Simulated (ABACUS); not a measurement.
# CoO under changes of volume

One of the cells (9.684 Å³/atom); the others are scaled copies at fixed shape and fractional positions:

```
Co O
1.0
     0.00000    2.13150    2.13150
     2.13150    0.00000    2.13150
     2.13150    2.13150    0.00000
Co O
1 1
Direct
  0.00000 0.00000 0.00000
  0.50000 0.50000 0.50000
```

```yaml
Program: ABACUS 3.10.1
Functional: PBE
Potentials_or_basis: PseudoDojo NC SR 0.4.1 PBE standard
Cutoff: 1361 eV
Density_cutoff: 5442 eV
Basis: TZDP LCAO (the cutoffs set its grid)
k_mesh: 11 × 11 × 11
Occupations: fermi-dirac, width 0.05 eV
Spin: collinear spin, ferromagnetic start
Starting_moments: "[2.0, 0.0] μB"
```

```csv
volume (Å³/atom),energy over the lowest point (meV/atom),pressure (GPa),moment (μB per cell)
9.103,15.08,10.3,2.89
9.297,5.18,6.1,2.94
9.490,0.43,2.1,2.97
9.684,0.00,-1.6,2.99
9.878,4.31,-5.0,2.99
10.071,12.44,-8.1,3.00
10.265,?,?,?
```

Q: What does the run at 10.265 Å³/atom give?

A: Energy over the lowest point 24.11 meV/atom; pressure -10.8 GPa; moment 3.00 μB per cell.

Worked out: A Birch-Murnaghan fit of order 3 (a polynomial in V^(-2/3)) to the other rows has its minimum at 9.60 Å³/atom with B0 = V·E''(V) = 184 GPa (rough, since the energies scatter). It gives 24.54 meV/atom at 10.265 Å³/atom, against the run's 24.11, and -dE/dV = -11.5 GPa, against -10.8. A parabola through the other rows of the moment, of slope -0.101 μB per Å³/atom there, extrapolates to 2.98 μB, against the run's 3.00.

Energies are extrapolated to zero smearing.

Caveats: the atomic orbitals were generated for these runs and aren't a published set; the basis of atomic orbitals isn't converged, which shifts pressures, moduli and gaps; a cell with one magnetic atom can't hold antiferromagnetic order, which such compounds often take.
